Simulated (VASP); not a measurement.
# TePb (Fm-3m) in VASP: notebook

Runs on TePb. Level: PBEsol. Tasks: electric field gradients.

Everything below comes from runs of VASP 6.6.1. Logs are shortened: lines on timing, memory, paths and dates and some standing lists are left out, and cuts for length are marked.

**The experiment to reproduce.**

From a printed reference work, monograph, for a bulk crystal of TePb at 4.2 K: band gap 0.19 eV (direct).

The runs below are set against these values where they give the same quantity.

**1. The cell of the first run**

The structure is cubic, space group Fm-3m (No. 225). The conventional cell has a = 6.454 Å, b = 6.454 Å, c = 6.454 Å, α = 90.00°, β = 90.00°, γ = 90.00°. Te (site symmetry m-3m) has 6 Pb at 3.23 Å within 4.2 Å. Pb (site symmetry m-3m) has 6 Te at 3.23 Å within 4.2 Å.

**2. Electric field gradients, PBEsol**

Input file INCAR:

```
ALGO     = Normal         # electronic algorithm
EDIFF    = 1E-8           # SCF threshold, eV
ENCUT    = 520            # plane-wave cutoff, eV
GGA      = PS             # functional
ISIF     = 2              # what is computed and relaxed
ISMEAR   = -1             # smearing method
LASPH    = True           # aspherical terms in the spheres
LCHARG   = False          # write CHGCAR
LEFG     = True         
LREAL    = False          # projectors in reciprocal space
LWAVE    = False          # write WAVECAR
NBANDS   = 17             # bands
NELM     = 100            # most SCF steps
PREC     = Accurate       # precision mode
SIGMA    = 0.03           # smearing width, eV
```

Input file KPOINTS:

```
k-points
0
Gamma
  10 10 10
```

Input file POSCAR:

```
TePb
1.0
    0.0000000000      3.2270000000      3.2270000000
    3.2270000000      0.0000000000      3.2270000000
    3.2270000000      3.2270000000      0.0000000000
Te Pb
1 1
Direct
    0.5000000000      0.5000000000      0.5000000000
    0.0000000000      0.0000000000      0.0000000000
```

Potentials or basis: VASP PAW PBE potentials, release 64 (Te, Pb_d).

Run with:

```bash
$ cat potpaw_PBE.64/Te/POTCAR potpaw_PBE.64/Pb_d/POTCAR > POTCAR
$ mpirun -np 1 vasp_std > vasp.out
```

OUTCAR:

```text
EDIFF = 1E-8
   ENCUT = 520
   GGA = PS
   ISIF = 2
   ISMEAR = -1
   LASPH = True
   LREAL = False
   NELM = 100
   PREC = Accurate

 ion  position               nearest neighbor table
   1  0.500  0.500  0.500-   2 3.23   2 3.23   2 3.23   2 3.23   2 3.23   2 3.23
   2  0.000  0.000  0.000-   1 3.23   1 3.23   1 3.23   1 3.23   1 3.23   1 3.23

  LATTYP: Found a face centered cubic cell.
 ALAT       =     6.4540000000

  Lattice vectors:

 A1 = (   0.0000000000,   3.2270000000,   3.2270000000)
 A2 = (   3.2270000000,   0.0000000000,   3.2270000000)
 A3 = (   3.2270000000,   3.2270000000,   0.0000000000)

Analysis of symmetry for initial positions (statically):
=====================================================================
 Subroutine PRICEL returns:
 Original cell was already a primitive cell.

 Routine SETGRP: Setting up the symmetry group for a
 face centered cubic supercell.

 Subroutine GETGRP returns: Found 48 space group operations
 (whereof 48 operations were pure point group operations)
 out of a pool of 48 trial point group operations.

The static configuration has the point symmetry O_h .

Analysis of symmetry for dynamics (positions and initial velocities):
=====================================================================
 Subroutine PRICEL returns:
 Original cell was already a primitive cell.

 Routine SETGRP: Setting up the symmetry group for a
 face centered cubic supercell.

 Subroutine GETGRP returns: Found 48 space group operations
 (whereof 48 operations were pure point group operations)
 out of a pool of 48 trial point group operations.

The dynamic configuration has the point symmetry O_h .

 Subroutine INISYM returns: Found 48 space group operations
 (whereof 48 operations are pure point group operations),
 and found     1 'primitive' translations

----------------------------------------------------------------------------------------

                                     Primitive cell

  volume of cell :      67.2089

  direct lattice vectors                    reciprocal lattice vectors
     0.000000000  3.227000000  3.227000000    -0.154942671  0.154942671  0.154942671
     3.227000000  0.000000000  3.227000000     0.154942671 -0.154942671  0.154942671
     3.227000000  3.227000000  0.000000000     0.154942671  0.154942671 -0.154942671

  length of vectors
     4.563667166  4.563667166  4.563667166     0.268368579  0.268368579  0.268368579

  position of ions in fractional coordinates (direct lattice)
     0.500000000  0.500000000  0.500000000
     0.000000000  0.000000000  0.000000000

  ion indices of the primitive-cell ions
   primitive index   ion index
                 1           1
                 2           2

----------------------------------------------------------------------------------------

 KPOINTS: k-points

Automatic generation of k-mesh.
 Grid dimensions read from file:
 generate k-points for:   10   10   10

 Generating k-lattice:

  Cartesian coordinates                     Fractional coordinates (reciprocal lattice)
    -0.015494267  0.015494267  0.015494267     0.100000000  0.000000000  0.000000000
     0.015494267 -0.015494267  0.015494267     0.000000000  0.100000000  0.000000000
     0.015494267  0.015494267 -0.015494267     0.000000000  0.000000000  0.100000000

  Length of vectors
     0.026836858  0.026836858  0.026836858

  Shift w.r.t. Gamma in fractional coordinates (k-lattice)
     0.000000000  0.000000000  0.000000000

 Subroutine IBZKPT returns following result:
 ===========================================

 Found     47 irreducible k-points:

 Following reciprocal coordinates:
            Coordinates               Weight
  0.000000  0.000000  0.000000      1.000000
  0.100000  0.000000  0.000000      8.000000
  0.200000  0.000000  0.000000      8.000000
  0.300000  0.000000  0.000000      8.000000
  0.400000  0.000000  0.000000      8.000000
  0.500000  0.000000  0.000000      4.000000
[... 16 lines left out ...]
  0.300000  0.300000  0.000000      6.000000
  0.400000  0.300000  0.000000     24.000000
 [... further k-points ...]
   k-points           NKPTS =     47   k-points in BZ     NKDIM =     47   number of bands    NBANDS=     17
   number of dos      NEDOS =    301   number of ions     NIONS =      2
   total plane-waves  NPLWV =  46656
   dimension x,y,z NGX =    36 NGY =   36 NGZ =   36
   dimension x,y,z NGXF=    72 NGYF=   72 NGZF=   72
   ions per type =               1   1
   NGX,Y,Z   is equivalent  to a cutoff of  13.11, 13.11, 13.11 a.u.
   NGXF,Y,Z  is equivalent  to a cutoff of  26.23, 26.23, 26.23 a.u.
 SYSTEM =  unknown system
   PREC   = accura    normal or accurate (medium, high low for compatibility)
   ISTART =      0    job   : 0-new  1-cont  2-samecut
   ICHARG =      2    charge: 1-file 2-atom 10-const
   ISPIN  =      1    spin polarized calculation?
   LNONCOLLINEAR =      F non collinear calculations
   LSORBIT =      F    spin-orbit coupling
   LASPH  =      T    aspherical Exc in radial PAW
   ENCUT  =  520.0 eV  38.22 Ry    6.18 a.u.   8.49  8.49  8.49*2*pi/ulx,y,z
   NELM   =    100;   NELMIN=  2; NELMDL= -5     # of ELM steps
   EDIFF  = 0.1E-07   stopping-criterion for ELM
   LREAL  =      F    real-space projection
   EDIFFG = 0.1E-06   stopping-criterion for IOM
   NSW    =      0    number of steps for IOM
   IBRION =     -1    ionic relax: 0-MD 1-quasi-New 2-CG
   NFREE  =      0    steps in history (QN), initial steepest desc. (CG)
   ISIF   =      2    stress and relaxation
   ISYM   =      2    0-nonsym 1-usesym 2-fastsym
   POTIM  = 0.5000    time-step for ionic-motion
   TEBEG  =    0.0;   TEEND  =   0.0 temperature during run
   PSTRESS=    0.0 pullay stress
   NELECT =      20.0000    total number of electrons
   NUPDOWN=      -1.0000    fix difference up-down
   EMIN   =  10.00;   EMAX   =-10.00  energy-range for DOS
   EFERMI =   0.00;   METHOD = LEGACY
   ISMEAR =    -1;   SIGMA  =   0.03  broadening in eV -4-tet -1-fermi 0-gaus
   EFERMI_NEDOS =   21; number of points for ismear=-14 and -15
   IALGO  =     38    algorithm
   IMIX   =      4    mixing-type and parameters
     AMIX     =   0.40;   BMIX     =  1.00
     AMIX_MAG =   1.60;   BMIX_MAG =  1.00
  volume/ion in A,a.u.               =      33.60       226.77
  Fermi-wavevector in a.u.,A,eV,Ry     =   1.092972  2.065418 16.253366  1.194589
  Thomas-Fermi vector in A             =   2.229249
   LORBIT       =      0    0 simple, 1 ext, 2 COOP (PROOUT), +10 PAW based schemes
   GGA     = PS    functional components
   LHFCALC =     F    Hartree Fock is set to
   AEXX    =    0.0000 exact exchange contribution
   IVDW    =     0    specifies the selected vdW correction
   LEPSILON=     F    determine dielectric tensor
   LRPA    =     F    only Hartree local field effects (RPA)
 non-spin polarized calculation
  energy-cutoff  :      520.00
  volume of cell :       67.21
 maximum number of plane-waves:      1837
 NGX is ok and might be reduce to    36
   NGX = 17   NGY = 17   NGZ = 17

 number of electron      20.0000002 magnetization

 Free energy of the ion-electron system (eV)
  ---------------------------------------------------
  ext. energy  EPLUGINS =         0.00000000
  ---------------------------------------------------
  free energy    TOTEN  =        -8.25902428 eV

  energy without entropy =       -8.25902418  energy(sigma->0) =       -8.25902423

 E-fermi :   5.8388     XC(G=0):  -9.4869

 val. band max:        5.5077070993   @ k =   0.5000   0.0000   0.0000
 cond. band min:       6.1686107934   @ k =   0.5000   0.0000   0.0000
 fundamental gap:      0.6609036941
 Fermi energy:         5.8388190155

 k-point     1 :       0.0000    0.0000    0.0000
  band No.  band energies     occupation
      1     -11.1261      2.00000
      2     -11.1261      2.00000
      3     -11.1150      2.00000
      4     -11.1150      2.00000
      5     -11.1150      2.00000
      6      -6.5566      2.00000
[... 9 lines left out ...]
     16      11.2575      0.00000
     17      12.7298      0.00000

 k-point     2 :       0.1000    0.0000    0.0000
  band No.  band energies     occupation
      1     -11.1273      2.00000
      2     -11.1273      2.00000
      3     -11.1147      2.00000
      4     -11.1135      2.00000
      5     -11.1135      2.00000
      6      -6.4699      2.00000
[... 9 lines left out ...]
     16      11.4508      0.00000
     17      13.4927      0.00000

 k-point     3 :       0.2000    0.0000    0.0000
  band No.  band energies     occupation
      1     -11.1309      2.00000
      2     -11.1309      2.00000
      3     -11.1140      2.00000
      4     -11.1092      2.00000
      5     -11.1092      2.00000
      6      -6.2160      2.00000
[... 9 lines left out ...]
     16      11.9795      0.00000
     17      14.9275      0.00000

 k-point     4 :       0.3000    0.0000    0.0000
  band No.  band energies     occupation
      1     -11.1358      2.00000
      2     -11.1358      2.00000
      3     -11.1133      2.00000
      4     -11.1035      2.00000
      5     -11.1035      2.00000
      6      -5.8199      2.00000
[... 9 lines left out ...]
     16      12.8042      0.00000
     17      16.3391      0.00000
[... 343 lines left out ...]
      1     -11.1376      2.00000
      2     -11.1373      2.00000
      3     -11.1116      2.00000
      4     -11.1052      2.00000
      5     -11.1021      2.00000
      6      -5.6912      2.00000
[... 9 lines left out ...]
     16      14.1431      0.00000
     17      14.6629      0.00000

 k-point    23 :       0.3000    0.3000    0.0000
  band No.  band energies     occupation
      1     -11.1637      2.00000
      2     -11.1217      2.00000
      3     -11.1184      2.00000
      4     -11.0977      2.00000
      5     -11.0977      2.00000
      6      -5.6001      2.00000
[... 9 lines left out ...]
     16      14.4284      0.00000
     17      14.7861      0.00000

 k-point    24 :       0.4000    0.3000    0.0000
  band No.  band energies     occupation
      1     -11.1719      2.00000
      2     -11.1216      2.00000
      3     -11.1191      2.00000
      4     -11.0947      2.00000
      5     -11.0936      2.00000
      6      -5.2865      2.00000
[... 9 lines left out ...]
     16      15.1662      0.00000
     17      15.6626      0.00000

 [... further k-points ...]
[... 5 lines left out ...]
  --------------------------------------------------------------------------------------
  -------------------------------------------------------------------------------------
  Total       -0.1062306     -0.1062306     -0.1062306      0.0000000      0.0000000     -0.0000000
  in kB       -2.5324056     -2.5324056     -2.5324056      0.0000000      0.0000000     -0.0000000
  external PRESSURE =      -2.5324056 kB  Pullay stress =       0.0000000 kB

 VOLUME and BASIS-vectors are now :
 -----------------------------------------------------------------------------
  energy-cutoff  :      520.00
  volume of cell :       67.21
      direct lattice vectors                 reciprocal lattice vectors
     0.000000000  3.227000000  3.227000000    -0.154942671  0.154942671  0.154942671
     3.227000000  0.000000000  3.227000000     0.154942671 -0.154942671  0.154942671
     3.227000000  3.227000000  0.000000000     0.154942671  0.154942671 -0.154942671

 POSITION                                       TOTAL-FORCE (eV/Angst)
 -----------------------------------------------------------------------------------
      3.22700      3.22700      3.22700         0.000000     -0.000000      0.000000
      0.00000      0.00000      0.00000        -0.000000      0.000000     -0.000000
 -----------------------------------------------------------------------------------
    total drift:                               -0.000000      0.000000      0.000000

  FREE ENERGIE OF THE ION-ELECTRON SYSTEM (eV)
  ---------------------------------------------------
  free  energy   TOTEN  =        -8.2590242751 eV

  energy  without entropy=       -8.2590241771  energy(sigma->0) =       -8.25902423

 Electric field gradients (V/A^2)
---------------------------------------------------------------------
 ion       V_xx      V_yy      V_zz      V_xy      V_xz      V_yz
---------------------------------------------------------------------
   1      -0.000    -0.000     0.000    -0.000    -0.000    -0.000
   2       0.000    -0.000    -0.000     0.000     0.000     0.000
---------------------------------------------------------------------

 Electric field gradients after diagonalization (V/A^2)
 (convention: |V_zz| > |V_xx| > |V_yy|)
----------------------------------------------------------------------
 ion       V_xx      V_yy      V_zz     asymmetry (V_yy - V_xx)/ V_zz
----------------------------------------------------------------------
   1       0.000     0.000    -0.000       0.000
   2      -0.000    -0.000     0.001       0.000
----------------------------------------------------------------------

           NMR quadrupolar parameters

 Cq : quadrupolar parameter    Cq=e*Q*V_zz/h
 eta: asymmetry parameters     (V_yy - V_xx)/ V_zz
 Q  : nuclear electric quadrupole moment in mb (millibarn)
----------------------------------------------------------------------
 ion       Cq(MHz)       eta       Q (mb)
----------------------------------------------------------------------
   1      -0.000       0.000       1.000
   2       0.000       0.000       1.000
----------------------------------------------------------------------
```

Wall time 23 s (1 thread of Intel Xeon 6975P-C (Granite Rapids), shared host); peak memory 0.22 GiB.

What came out:

| Item | Value |
| --- | --- |
| Free energy | -8.2590 eV |
| Pressure | -0.3 GPa |
| Band gap on the k mesh | 0.66 eV, direct |

Caveat: without QUAD_EFG the Cq values of the log hold for a quadrupole moment of 1 mb, not for the nuclei; the PAW data sets were made with another functional, which shifts forces and pressure a little; spin-orbit coupling is left out, which moves the levels of the heavy elements.

(Continued in part 2 of 2.)
